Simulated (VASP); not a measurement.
Input of a VASP 6.6.1 run:

INCAR

```
SYSTEM = CsPbCl3
PREC     = Accurate       ! precision mode
ENCUT    = 520            ! plane-wave cutoff, eV
EDIFF    = 1E-7           ! SCF threshold, eV
ISMEAR   = 0              ! smearing method
SIGMA    = 0.01           ! smearing width, eV
LREAL    = .FALSE.        ! projectors in reciprocal space
LASPH    = .TRUE.         ! aspherical terms in the spheres
NELM     = 100            ! most SCF steps
ALGO     = Normal         ! electronic algorithm
ISIF     = 2              ! what is computed and relaxed
LWAVE    = .FALSE.        ! write WAVECAR
LCHARG   = .FALSE.        ! write CHGCAR
GGA      = CA             ! functional
NBANDS   = 30             ! bands
```

File KPOINTS:

```
regular mesh
0
G
  6 6 6
  0 0 0
```

The input POSCAR:

```
CsPbCl3
1.0
    5.5209658916      0.0000000000      0.0000000000
    0.0000000000      5.5209658916      0.0000000000
    0.0000000000      0.0000000000      5.5209658916
Cs Pb Cl
1 1 3
Direct
    0.5000000000      0.5000000000      0.5000000000
    0.0000000000      0.0000000000      0.0000000000
    0.5000000000      0.0000000000      0.0000000000
    0.0000000000      0.5000000000      0.0000000000
    0.0000000000      0.0000000000      0.5000000000
```

Potentials or basis: VASP PAW LDA potentials, release 64 (Cs_sv, Pb_d, Cl).

Launch:

```console
$ cat potpaw_LDA.64/Cs_sv/POTCAR potpaw_LDA.64/Pb_d/POTCAR potpaw_LDA.64/Cl/POTCAR > POTCAR
$ mpirun -np 1 vasp_std > vasp.out
```

Problem. What does it give for the band gap on the k mesh?

Solution. 1.50 eV, direct.

Problem. Predict the pressure.

Solution. 0.0 GPa.

Caveat: spin-orbit coupling is left out, which as a rule narrows the gap of such compounds by several tenths of an eV. A k mesh can miss the band edges.
